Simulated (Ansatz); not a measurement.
SrF2 under a change: 2 layers

The parent structure is SrF$_{2}$ in the fluorite structure (space group Fm-3m, No. 225; a = 5.791 Å). Axes: x, y, z lie along the cube axes.

The change: a free-standing slab of 2 layers (6 atoms, 3 a layer) is cut normal to [111], with 15 Å of vacuum and the in-plane cell held at bulk.

All numbers come from DFT with r2SCAN, PAW potentials and a 500 eV plane-wave cutoff in Ansatz (a quantum-chemistry and plane-wave program), scalar-relativistic without spin-orbit coupling. Γ-centred 9×9×1 mesh, Fermi–Dirac width 0.05 eV, for the changed cell.

```tsv
quantity	base	changed	shift
layer's space group (with vacuum)	–	P-3m1 (No. 164)	–
shortest interatomic distance	2.507 Å	2.461 Å	-0.046 Å
band gap	7.60 eV	7.17 eV	-0.43 eV
gap character	–	indirect, M → Γ	–
smallest direct gap	7.70 eV	7.25 eV	-0.456 eV
excess energy per area of both faces (slab less bulk energy over the cell's area: twice a surface energy)	–	0.88 J/m²	–
thickness between the outermost nuclei	–	4.93 Å	–
change of the spacing d23 from its bulk value of 0.836 Å	–	+2.2 %	–
```

Final structure:

```yaml
crystal:
  lattice:
    - [4.09460, 0.00000, 0.00000]
    - [2.04730, 3.54602, 0.00000]
    - [0.00000, 0.00000, 20.01484]
  atoms:
    - { symbol: F, position: [0.66667, 0.16667, 0.37695] }
    - { symbol: Sr, position: [0.33333, 0.83333, 0.41717] }
    - { symbol: F, position: [0.00000, 0.50000, 0.45986] }
    - { symbol: F, position: [0.33333, 0.83333, 0.54014] }
    - { symbol: Sr, position: [0.00000, 0.50000, 0.58283] }
    - { symbol: F, position: [0.66667, 0.16667, 0.62305] }
```

The excess energy carries the mismatch between the slab's and the bulk's meshes. Stability against distortions was not tested. Labels are those of the standard path for the cell's own space group.
